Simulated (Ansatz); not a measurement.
# Cu: the cost of one run

Method: DFT PBE, scalar-relativistic, plane waves, PAW, in Ansatz 0.2.0.

**1. The system as given**

It takes space group Cmcm (No. 63, orthorhombic). The conventional cell has a = 2.437 Å, b = 7.953 Å, c = 2.475 Å, α = 90.00°, β = 90.00°, γ = 90.00°. Cu (site symmetry m2m) is surrounded by 10 Cu at 2.44 to 2.54 Å.

Coordinates:

```cif
data_structure
_symmetry_space_group_name_H-M 'P 1'
_symmetry_Int_Tables_number 1
_cell_length_a 4.1589
_cell_length_b 4.1589
_cell_length_c 2.4755
_cell_angle_alpha 90.000
_cell_angle_beta 90.000
_cell_angle_gamma 145.927
_cell_volume 23.99
loop_
_atom_site_label
_atom_site_type_symbol
_atom_site_fract_x
_atom_site_fract_y
_atom_site_fract_z
_atom_site_occupancy
Cu1 Cu 0.13387 0.86613 0.25000 1
Cu2 Cu 0.86613 0.13387 0.75000 1
```

This is candidate A: structure listed in a database for this formula (Cmcm, No. 63).

(A quick probe on a coarse mesh, which set the mesh and smearing, is not shown.)

**3. Coarse relaxation (candidate A)**

input.yaml reads:

```yaml
crystal:
  lattice:
    - [1.21846369, -3.9763780104, 0.0]
    - [1.21846369, 3.9763780104, 0.0]
    - [0.0, 0.0, 2.4754955235]
  atoms:
    - { symbol: Cu, position: [0.13386665, 0.86613335, 0.25] }
    - { symbol: Cu, position: [0.86613335, 0.13386665, 0.75] }
basis:
  ecutwfc: 420
kpoints:
  mp_grid: { grid: [8, 8, 8] }
hamiltonian:
  xc: pbe
scf:
  occupations: { method: gaussian, width: 0.1 }
  lower_state_search: "off"
output:
  forces: true
  stress: true
  eigenvalues: true
relax:
  adjacent_minimum: "off"
  f_tol: 0.04
  max_steps: 70
  cell: { stress_tol: 0.4 }
```

What time and memory should one allow on 1 thread of an x86-64 CPU, shared host?

About 15 s, with a peak of 0.4 GiB.
